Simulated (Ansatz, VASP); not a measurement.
AlN in VASP and in Ansatz

```xyz
4
Lattice="3.1299 0.0000 -0.4695 -1.5649 2.7106 0.2347 -0.7525 0.0000 4.9166" Properties=species:S:1:pos:R:3 pbc="T T T"
Al    0.0514    1.8052    0.0217
Al    1.2401    0.9053    2.2453
N    -0.3412    1.8655    1.8712
N     0.8475    0.8450    4.0947
```

Change from the starting cell: engineering shear strain xz -0.3000, normal strain along z -0.0200.

Alike in both runs: functional PBE; k mesh 9 × 9 × 6; occupations gaussian, width 0.05 eV; no spin polarisation.

Ansatz relaxed the structure, and its values are those at the end. VASP's run is a single point on that final structure, the one shown.

|  | VASP | Ansatz |
| --- | --- | --- |
| version | VASP 6.6.1 | Ansatz 0.2.0 |
| potentials or method | VASP PAW PBE potentials, release 64 (Al, N) | scalar-relativistic, plane waves, PAW |
| plane-wave cutoff (eV) | 520 | 520 |
| valence electrons in the cell | 16 | 16 |

```tsv
	VASP	Ansatz	Ansatz less VASP
gap on the k mesh at the Fermi level (eV)	2.37	2.37	-0.004
least direct gap on the mesh (eV)	2.37	2.37	-0.004
pressure (GPa)	6.2	6.4	+0.16
rms of the force components (eV/Å)	0.003	0.002	-0.0015
```

Ansatz warned: «stress_scf_threshold_loose».

Caveats: an odd mesh through Γ misses points on the zone boundary, where band edges often lie.
